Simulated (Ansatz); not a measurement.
input.yaml

```yaml
crystal:
  lattice:
    - [4.838203634, 0.0, 0.0]
    - [0.0, 4.838203634, 0.0]
    - [0.0, 0.0, 3.2203479163]
  atoms:
    - { symbol: Hf, position: [0.0, 0.0, 0.0] }
    - { symbol: Hf, position: [0.5, 0.5, 0.5] }
    - { symbol: O, position: [0.1949191829, 0.8050808171, 0.5] }
    - { symbol: O, position: [0.3050808171, 0.3050808171, 0.0] }
    - { symbol: O, position: [0.6949191829, 0.6949191829, 0.0] }
    - { symbol: O, position: [0.8050808171, 0.1949191829, 0.5] }
basis:
  ecutwfc: 500
kpoints:
  mp_grid: { grid: [6, 6, 8] }
  band_path:
    path:
      - [[0.0, 0.0, 0.0], [0.0, 0.5, 0.0], [0.5, 0.5, 0.0], [0.0, 0.0, 0.0], [0.0, 0.0, 0.5], [0.0, 0.5, 0.5], [0.5, 0.5, 0.5], [0.0, 0.0, 0.5]]
      - [[0.0, 0.5, 0.0], [0.0, 0.5, 0.5]]
      - [[0.5, 0.5, 0.0], [0.5, 0.5, 0.5]]
    npoints: 14
hamiltonian:
  xc: r2scan
scf:
  occupations: { method: gaussian, width: 0.02 }
  n_extra_bands: 15
output:
  forces: true
  stress: true
  eigenvalues: true
  populations: true
  dos: { projected: true, de: 0.02, nscf_kmesh: { grid: [9, 9, 12] } }
  bader: true
  write_density: true
  write_potential: true
  elf: true
  volumetric_format: npy
```

Launched with
```bash
ansatz run input.yaml --threads 1 --pin off --max-ram 2560MiB --backend cpu --events-out ev --progress --plain --runs-dir out
```

Level of theory: DFT r2SCAN, scalar-relativistic, plane waves, PAW (Ansatz).

Part of what the program printed, abridged (iterations and final results):

```
SCF iter   1: F=—  HF=-33752.564485 eV  |F-HF|=—  |Δ(HF+E_count)|=         —  Δρ=1.10e-2  dr2=7.89e-2  dr2_τ=4.03e-1  ethr=1.77e-3  ⟨swp⟩=6.0  Hψ=8889  notcnv=0  defer=114
SCF iter   2: F=—  HF=-33752.622366 eV  |F-HF|=—  |Δ(HF+E_count)|=   5.79e-2  Δρ=5.29e-3  dr2=1.50e-2  dr2_τ=3.17e-3  ethr=1.04e-4  ⟨swp⟩=2.3  Hψ=5290  notcnv=0  defer=427
SCF iter   3: F=—  HF=-33752.621601 eV  |F-HF|=—  |Δ(HF+E_count)|=   7.65e-4  Δρ=3.33e-3  dr2=3.85e-3  dr2_τ=7.20e-4  ethr=1.98e-5  ⟨swp⟩=2.0  Hψ=3846  notcnv=0  defer=427
SCF iter   4: F=—  HF=-33752.621631 eV  |F-HF|=—  |Δ(HF+E_count)|=   3.06e-5  Δρ=7.90e-4  dr2=4.91e-4  dr2_τ=9.79e-5  ethr=5.07e-6  ⟨swp⟩=2.7  Hψ=4498  notcnv=0  defer=427
SCF iter   5: F=—  HF=-33752.621598 eV  |F-HF|=—  |Δ(HF+E_count)|=   3.31e-5  Δρ=2.09e-4  dr2=1.78e-5  dr2_τ=2.88e-6  ethr=6.46e-7  ⟨swp⟩=2.0  Hψ=3818  notcnv=0  defer=427
SCF iter   6: F=—  HF=-33752.621608 eV  |F-HF|=—  |Δ(HF+E_count)|=   9.59e-6  Δρ=6.14e-5  dr2=2.54e-6  dr2_τ=2.47e-7  ethr=2.35e-8  ⟨swp⟩=2.2  Hψ=3107  notcnv=0  defer=427
SCF iter   7: F=—  HF=-33752.621607 eV  |F-HF|=—  |Δ(HF+E_count)|=   3.36e-7  Δρ=1.14e-5  dr2=1.19e-7  dr2_τ=9.29e-9  ethr=3.34e-9  ⟨swp⟩=2.0  Hψ=3709  notcnv=0  defer=427
SCF iter   8: F=-33752.621607 eV  HF=-33752.621607 eV  |F-HF|=3.57e-10  |Δ(HF+E_count)|=   7.95e-9  Δρ=1.50e-6  dr2=2.32e-9  dr2_τ=1.95e-10  ethr=1.32e-10  ⟨swp⟩=12.2  Hψ=17298  notcnv=0
SCF 1 converged in 8 iterations: F = -33752.621607 eV  dr2 = 2.32e-9
SCF converged after 8 iterations
Free energy (F): -33752.621607 eV
Harris-Foulkes:  -33752.621607 eV  (|F-HF|=3.57e-10)
Internal energy: -33752.621607 eV  (E = F + TS)
E sigma→0 (E₀):  -33752.621607 eV
Fermi energy:    14.279628 eV
--- Per-component energies (eV) ---
  E_band       = -182.059990
  E_kinetic    = 1546.759461
  E_local      = -13026.586156  (includes V_loc(G=0)·N_el)
  E_nonlocal   = -2304.021301
  E_hartree    = 5929.187740
  E_xc         = -860.689653
  E_vxc        = -1009.351924  (∫ρ·V_xc dr)
  E_paw        = -14544.268754  (= ΣΔE_a)
  E_vpaw       = 2696.971620  (= ΣTr[D̂ρ^β])
  E_aug_tail   = 0.004042  (compensation charges beyond the density's cutoff)
  E_vtau       = 55.785898  (kinetic-family band-sum trace: ∫τ·v_τ [+ j·A + Jᵃ·Aᵃ] dr)
  E_ewald      = -10493.522267
  E_core_change = 0.515280  (= ΣΔE_core)
  E_smearing   =  0.000000  (= −TS)
--- Forces (eV/Å), atoms counted from 1 ---
  atom   1  Hf     0.00000000     0.00000000     0.00000000
  atom   2  Hf     0.00000000     0.00000000     0.00000000
  atom   3  O     -0.00001063     0.00001063     0.00000000
  atom   4  O      0.00001063     0.00001063     0.00000000
  atom   5  O     -0.00001063    -0.00001063     0.00000000
  atom   6  O      0.00001063    -0.00001063     0.00000000
--- Stress (GPa, compression-positive) ---
       -0.002036       0.000000       0.000000
        0.000000      -0.002036       0.000000
        0.000000       0.000000      -0.007221
  P = ⅓ Tr σ = -0.0038 GPa (-0.038 kbar)
--- Band table (eV; the first three rows and the last of 50) ---
  k-point 0: bands = ["-49.9363", "-49.9261", "-18.2364", "-18.2364", "-17.9244", "-17.9244", "-17.8030", "-17.7422", "-6.5878", "-5.8449", "-4.7471", "-4.7471", "1.6980", "1.6980", "1.7077", "1.7452", "1.7498", "1.7498", "1.7554", "1.7554", "1.7777", "1.7844", "1.8017", "1.8067", "1.8795", "1.8795", "6.5256", "6.9690", "7.7060", "8.4449", "8.4449", "10.1773", "10.1773", "10.3931", "11.3396", "11.6045", "11.6045", "12.0139", "16.5453", "16.6892", "17.7847", "18.1613", "18.1613", "18.9770", "20.4555", "20.9118", "23.1830", "23.1830", "23.8021", "23.8021", "25.2741", "27.2220", "28.4295"]
  k-point 1: bands = ["-49.9329", "-49.9235", "-18.2087", "-18.2087", "-17.9228", "-17.9228", "-17.8970", "-17.8433", "-6.4070", "-5.7139", "-4.8520", "-4.8520", "1.7030", "1.7030", "1.7139", "1.7469", "1.7514", "1.7514", "1.7567", "1.7567", "1.7748", "1.7803", "1.7971", "1.7986", "1.8665", "1.8665", "6.7791", "7.1599", "7.8693", "8.4297", "8.4297", "9.9613", "10.3649", "10.3649", "10.8100", "11.4128", "11.4128", "11.9099", "16.8532", "17.1559", "17.6723", "18.1134", "18.1134", "19.3575", "20.2327", "21.1990", "23.0748", "23.0748", "24.4443", "24.4443", "25.1529", "27.3185", "28.5701"]
  k-point 2: bands = ["-49.9245", "-49.9173", "-18.1373", "-18.1373", "-18.1152", "-18.0780", "-17.9228", "-17.9228", "-5.9624", "-5.4184", "-5.1017", "-5.1017", "1.7164", "1.7164", "1.7341", "1.7461", "1.7530", "1.7530", "1.7615", "1.7615", "1.7679", "1.7708", "1.7756", "1.8002", "1.8364", "1.8364", "7.4397", "7.6163", "8.3429", "8.4974", "8.4974", "9.0722", "9.7927", "10.6802", "10.6802", "10.9386", "10.9386", "11.5416", "17.4704", "17.5213", "18.0252", "18.1995", "18.1995", "19.6420", "20.3704", "21.8804", "22.8923", "22.8923", "24.7514", "25.8744", "25.8744", "27.5835", "27.6951"]
  k-point 49: bands = ["-49.9106", "-49.9106", "-18.3961", "-18.3961", "-17.9933", "-17.9933", "-17.9707", "-17.9707", "-5.5003", "-5.5003", "-5.1043", "-5.1043", "1.7446", "1.7446", "1.7507", "1.7507", "1.7528", "1.7528", "1.7581", "1.7581", "1.7604", "1.7604", "1.7946", "1.7946", "1.8038", "1.8038", "7.9310", "7.9310", "8.0305", "8.0305", "8.8989", "8.8989", "9.9818", "9.9818", "10.9486", "10.9486", "11.5266", "11.5266", "17.6844", "17.6844", "18.4199", "18.4199", "18.9903", "18.9903", "21.9439", "21.9439", "22.9311", "22.9311", "24.0095", "24.0095", "25.9156", "25.9156", "26.2016"]
--- Löwdin populations: 6 sites ---
  site symbol q [e]
     0     Hf     24.4534
     1     Hf     24.4534
     2      O      6.7236
     3      O      6.7236
     4      O      6.7236
     5      O      6.7236
  spilling = 0.002615 (of n_electrons = 76.000000)
--- Bader charges: 6 sites ---
  site symbol charge [e]  shift [e]
     0     Hf      2.7522     0.0061
     1     Hf      2.7522     0.0061
     2      O     -1.3761     0.0030
     3      O     -1.3761     0.0030
     4      O     -1.3761     0.0030
     5      O     -1.3761     0.0030
  estimated error of the sums over rays = 2.6e-4 e
```

The run converged.

It took 60 s on 1 thread of Intel(R) Xeon(R) 6975P-C (Granite Rapids), on a shared host, peak memory 0.75 GiB.

Spin–orbit coupling is left out, which can shift energies with elements as heavy as these.